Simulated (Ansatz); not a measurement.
# PbS in Ansatz: reference runs

Aim: a first look at PbS with PBE, on the cell as given and on a disturbed one.

All numbers are computed with Ansatz 0.2.0; they aren't measurements. Logs are shortened: lines on timing, memory, paths and dates and some standing lists are left out, and cuts for length are marked.

## 1. Starting point

The cell holds a slab with vacuum, 4 atoms: a = 4.220 Å, b = 4.220 Å, c = 22.306 Å, α = 93.81°, β = 93.81°, γ = 90.05°.

## 2. Single point, PBE

Input file input.yaml:

```yaml
crystal:
  lattice:
    - [2.9828237909, -2.98530711, 0.0]
    - [2.9828237909, 2.98530711, 0.0]
    - [-2.0983282922, 0.0, 22.2066715542]
  atoms:
    - { symbol: Pb, position: [0.27788327, 0.26743928, 0.06430156] }
    - { symbol: Pb, position: [0.73256072, 0.72211673, 0.93569844] }
    - { symbol: S, position: [0.78421033, 0.75405432, 0.05562704] }
    - { symbol: S, position: [0.24594568, 0.21578967, 0.94437296] }
hamiltonian:
  xc: pbe
  pseudopotentials: { kind: paw }
kpoints:
  mp_grid: { grid: [6, 6, 2] }
scf:
  occupations: { method: fermi_dirac, width: 0.05 }
output:
  forces: true
  stress: true
  eigenvalues: true
  write_density: true
  write_potential: true
  elf: true
  volumetric_format: npy
```

Potentials or basis: Ansatz PAW.

Launch:

```console
ansatz run input.yaml --threads 2 --pin off --max-ram 5120MiB --backend cpu --events-out ev --progress --plain --runs-dir out
```

The log of the run:

```text
Warning: RAYON_NUM_THREADS=2 ignored (pool sized by the plan → 2); use --threads N
Engine: ansatz 0.2.0, aarch64-unknown-linux-gnu
Pseudopotentials: kind: paw
Pseudopotential: Pb, paw, valence charge 14, recommended cutoff 420 eV (normal), Pb.paw.azcp
Pseudopotential: S, paw, valence charge 6, recommended cutoff 420 eV (normal), S.paw.azcp
Functional definition: PBE
  parameter kappa = 0.804
  parameter beta = 0.06672455060314922
  exchange = pbe_x(kappa = kappa, mu = beta*pi^2/3)
  correlation = pbe_c(beta = beta)
Crystal: 4 atoms, lattice volume = 395.485 Å³
Basis set: ecut = 420 eV, 7635 PW (Γ), exchange–correlation on 60×60×300 points (8 copies of the dense FFT grid, shifted against one another)
Bands: 24, of which v1, the nominal top of the filled ones, is band 20 counted from 1 (19 counted from 0)
Symmetry: 2 space group operations
Space group: C2 (ITA 5), of the structure as read, at distance tolerance 7.3e-5 Å
k-points: 26 of 72 (time reversal used)
Non-local potential: Pb, projectors of the file, l = 0: 2, l = 1: 2, l = 2: 2, l = 3: 2
Non-local potential: S, projectors of the file, l = 0: 2, l = 1: 2, l = 2: 2
PAW form: soft (Blöchl's): semilocal exchange-correlation on the pseudo side does not see the compensation charge
PAW one-centre angular grid: Pb, 590 points (default); XC on 64 Gauss nodes
PAW one-centre angular grid: S, 110 points (default); XC on 64 Gauss nodes
Initial density: superposition of atomic densities (neutral atoms: chi_scale 0, normalization atom), corrected by the library's trained network
Initial wavefunctions: pseudopotential atomic-orbital guess
Functional: x = pbe(κ = 0.804, μ = 0.2195149727645171), c = pbe(β = 0.06672455060314922)
SCF iter   1: F=—  HF=-25618.900737 eV  |F-HF|=—  |Δ(HF+E_count)|=         —  Δρ=8.25e-4  dr2=1.59e-2  ethr=1.77e-3  ⟨swp⟩=8.4  Hψ=3445  notcnv=0
preconditioner: auto → Resta (q_TF=auto, 1.862 Å⁻¹)  ε∞=1.7  [insulator: Δε(μ)=2.156 eV  Ē_g=13.849 eV  σ=0.050 eV  W_gap=1.00  n_scr=44 (ndim 8)  ℏωp=11.8 eV  f_vac=0.687  D(μ)=0.00/eV (n_scr^D=0)  ε∞_Penn≈1.7  vacuum switching on, ρ_ref=1.4e-2 e/Å³]
SCF iter   2: F=—  HF=-25618.898370 eV  |F-HF|=—  |Δ(HF+E_count)|=   2.37e-3  Δρ=5.26e-4  dr2=2.23e-3  ethr=3.97e-5  ⟨swp⟩=3.0  Hψ=1414  notcnv=0
SCF iter   3: F=—  HF=-25618.898054 eV  |F-HF|=—  |Δ(HF+E_count)|=   3.16e-4  Δρ=1.73e-4  dr2=5.11e-4  ethr=5.57e-6  ⟨swp⟩=3.0  Hψ=1150  notcnv=0
SCF iter   4: F=—  HF=-25618.898085 eV  |F-HF|=—  |Δ(HF+E_count)|=   3.03e-5  Δρ=5.21e-5  dr2=1.38e-5  ethr=1.28e-6  ⟨swp⟩=2.0  Hψ=827  notcnv=0
SCF iter   5: F=—  HF=-25618.897885 eV  |F-HF|=—  |Δ(HF+E_count)|=   2.00e-4  Δρ=1.55e-5  dr2=1.18e-6  ethr=3.46e-8  ⟨swp⟩=2.0  Hψ=1128  notcnv=0
SCF iter   6: F=—  HF=-25618.897885 eV  |F-HF|=—  |Δ(HF+E_count)|=   4.18e-7  Δρ=4.26e-6  dr2=1.18e-7  ethr=2.94e-9  ⟨swp⟩=3.0  Hψ=1155  notcnv=0
SCF iter   7: F=-25618.897885 eV  HF=-25618.897885 eV  |F-HF|=1.34e-8  |Δ(HF+E_count)|=   2.80e-9  Δρ=1.29e-6  dr2=5.93e-9  ethr=2.50e-10  ⟨swp⟩=11.9  Hψ=5152  notcnv=0
SCF 1 converged in 7 iterations: F = -25618.897885 eV  dr2 = 5.93e-9
SCF converged after 7 iterations
Free energy (F): -25618.897885 eV
Harris-Foulkes:  -25618.897885 eV  (|F-HF|=1.34e-8)
Internal energy: -25618.897885 eV  (E = F + TS)
E sigma→0 (E₀):  -25618.897885 eV
Fermi energy:    -0.355365 eV
--- Per-component energies (eV) ---
  E_band       = -469.612331
  E_kinetic    = 787.342442
  E_local      = -20430.584817  (includes V_loc(G=0)·N_el)
  E_nonlocal   = 757.174704
  E_hartree    = 9764.850378
  E_xc         = -635.776449
  E_vxc        = -439.319631  (∫ρ·V_xc dr)
  E_paw        = -22008.683915  (= ΣΔE_a)
  E_vpaw       = -673.926915  (= ΣTr[D̂ρ^β])
  E_aug_tail   = 0.000100  (compensation charges beyond the density's cutoff)
  E_ewald      = 6146.779673
  E_smearing   = -0.000000  (= −TS)
  E_closure    = 0.000000  (closes the sum)
  Σ components = -25618.897885   (vs F -25618.897885, Δ=0.00e0)
--- Forces (eV/Å), atoms counted from 1 ---
  atom   1  Pb    -0.00139002    -0.01458221     0.10716963
  atom   2  Pb     0.00139002    -0.01458221    -0.10716963
  atom   3  S      0.00687737     0.01458441     0.16250896
  atom   4  S     -0.00687737     0.01458441    -0.16250896
  max |Σ_I F_I| component: 4.40e-6 eV/Å
--- Stress (GPa, compression-positive) ---
        0.227534       0.000000       0.005275
        0.000000       0.235043      -0.000000
        0.005275      -0.000000       0.286612
  P = ⅓ Tr σ = 0.2497 GPa (2.497 kbar)
--- Band table (eV; the first three rows and the last of 26) ---
  k-point 0: bands = ["-17.5590", "-17.4527", "-17.4360", "-17.4343", "-17.4126", "-17.4087", "-17.4081", "-17.3944", "-17.3680", "-17.3676", "-14.0163", "-12.4769", "-8.3202", "-6.7586", "-4.4236", "-3.8020", "-3.7993", "-2.6696", "-2.6688", "-1.4941", "0.6667", "2.5989", "3.4369", "3.4567"]
  k-point 1: bands = ["-17.5590", "-17.4527", "-17.4360", "-17.4343", "-17.4126", "-17.4087", "-17.4081", "-17.3944", "-17.3680", "-17.3676", "-14.0163", "-12.4769", "-8.3202", "-6.7586", "-4.4236", "-3.8020", "-3.7993", "-2.6696", "-2.6688", "-1.4941", "0.6667", "2.6135", "3.2075", "3.5823"]
  k-point 2: bands = ["-17.5437", "-17.4442", "-17.4381", "-17.4266", "-17.4199", "-17.4147", "-17.4082", "-17.3927", "-17.3738", "-17.3682", "-13.8623", "-12.4536", "-8.6285", "-7.2469", "-4.2484", "-3.5851", "-3.5010", "-2.5136", "-2.2299", "-1.6112", "0.8190", "2.4267", "2.8496", "3.1475"]
  k-point 25: bands = ["-17.5497", "-17.5495", "-17.4287", "-17.4286", "-17.4083", "-17.4077", "-17.3770", "-17.3767", "-17.3716", "-17.3715", "-12.4494", "-12.4489", "-8.0841", "-8.0708", "-5.4523", "-5.4358", "-4.0233", "-4.0197", "-2.7227", "-2.7147", "2.8583", "2.8739", "3.7649", "3.7677"]
```

It took 13 s on 2 threads of Arm Neoverse V1, shared host; peak memory 0.6 GiB.

What came out:

- Free energy: -25618.8979 eV
- Largest force: 0.163 eV/Å
- Band gap on the k mesh: 2.09 eV, indirect (least direct gap 2.16 eV)

Forces on the atoms (eV/Å):
```
Pb  -0.001 -0.015  0.107
Pb   0.001 -0.015 -0.107
S    0.007  0.015  0.163
S   -0.007  0.015 -0.163
```

Levels at points of the mesh, in eV from the valence-band top:
```tsv
k point	band 16	band 17	band 18	band 19	band 20	band 21	band 22	band 23	band 24
(0.00, 0.00, 0.00)	-2.38	-2.38	-1.25	-1.25	-0.08	2.09	4.02	4.86	4.88
(0.00, 0.00, -0.50)	-2.38	-2.38	-1.25	-1.25	-0.08	2.09	4.03	4.63	5.00
(0.00, -0.50, 0.00)	-1.68	-0.94	-0.94	-0.07	-0.07	2.14	2.14	3.17	3.18
(0.00, -0.50, -0.50)	-1.68	-0.94	-0.94	-0.07	-0.07	2.14	2.14	3.17	3.18
(-0.50, -0.50, 0.00)	-4.02	-2.60	-2.60	-1.30	-1.30	4.28	4.29	5.18	5.19
(-0.50, -0.50, -0.50)	-4.02	-2.60	-2.60	-1.30	-1.30	4.28	4.29	5.18	5.19
```

Caveat: spin-orbit coupling is left out, which as a rule narrows the gap of such compounds by several tenths of an eV.

## 3. Single point, PBE (atoms moved at random, drawn with an rms of 0.05 Å)

Input file input.yaml:

```yaml
crystal:
  lattice:
    - [2.9828237909, -2.98530711, 0.0]
    - [2.9828237909, 2.98530711, 0.0]
    - [-2.0983282922, 0.0, 22.2066715542]
  atoms:
    - { symbol: Pb, position: [0.280247, 0.279338, 0.064121] }
    - { symbol: Pb, position: [0.725165, 0.727166, 0.936941] }
    - { symbol: S, position: [0.778558, 0.759442, 0.054284] }
    - { symbol: S, position: [0.258053, 0.211703, 0.946728] }
hamiltonian:
  xc: pbe
  pseudopotentials: { kind: paw }
kpoints:
  mp_grid: { grid: [6, 6, 2] }
scf:
  occupations: { method: fermi_dirac, width: 0.05 }
output:
  forces: true
  stress: true
  eigenvalues: true
```

Potentials or basis: Ansatz PAW.

Launch:

```console
ansatz run input.yaml --threads 2 --pin off --max-ram 5120MiB --backend cpu --events-out ev --progress --plain --runs-dir out
```

Run time: 16 s. Hardware: 2 threads of Arm Neoverse V1, shared host; peak memory 0.65 GiB.

It converged, with:

```
Free energy            : -25618.8556 eV
Largest force          : 0.499 eV/Å
Band gap on the k mesh : 2.16 eV, indirect (least direct gap 2.17 eV)
```

Forces on the atoms (eV/Å):
```
Pb  -0.035  0.007  0.417
Pb   0.034 -0.080 -0.450
S    0.050 -0.093  0.487
S   -0.049  0.166 -0.455
```

Stress tensor (GPa, compression positive):
```
 0.32  0.00  0.01
 0.00  0.40 -0.08
 0.01 -0.08  0.95
```

Levels at points of the mesh, in eV from the valence-band top:
```tsv
k point	band 18	band 19	band 20	band 21	band 22	band 23
(0.00, 0.00, 0.00)	-1.22	-1.20	-0.01	2.16	4.07	4.80
(0.00, 0.00, -0.50)	-1.22	-1.20	-0.01	2.16	4.08	4.67
(0.00, -0.50, 0.00)	-0.98	-0.15	-0.12	2.17	2.23	3.21
(0.00, -0.50, -0.50)	-0.98	-0.15	-0.12	2.17	2.23	3.21
(-0.50, 0.00, 0.00)	-0.92	-0.16	-0.13	2.19	2.23	3.14
(-0.50, 0.00, -0.50)	-0.92	-0.16	-0.13	2.19	2.23	3.14
(-0.50, -0.50, 0.00)	-2.54	-1.30	-1.29	4.41	4.49	5.09
(-0.50, -0.50, -0.50)	-2.54	-1.30	-1.29	4.41	4.49	5.09
```

Caveat: spin-orbit coupling is left out, which as a rule narrows the gap of such compounds by several tenths of an eV.
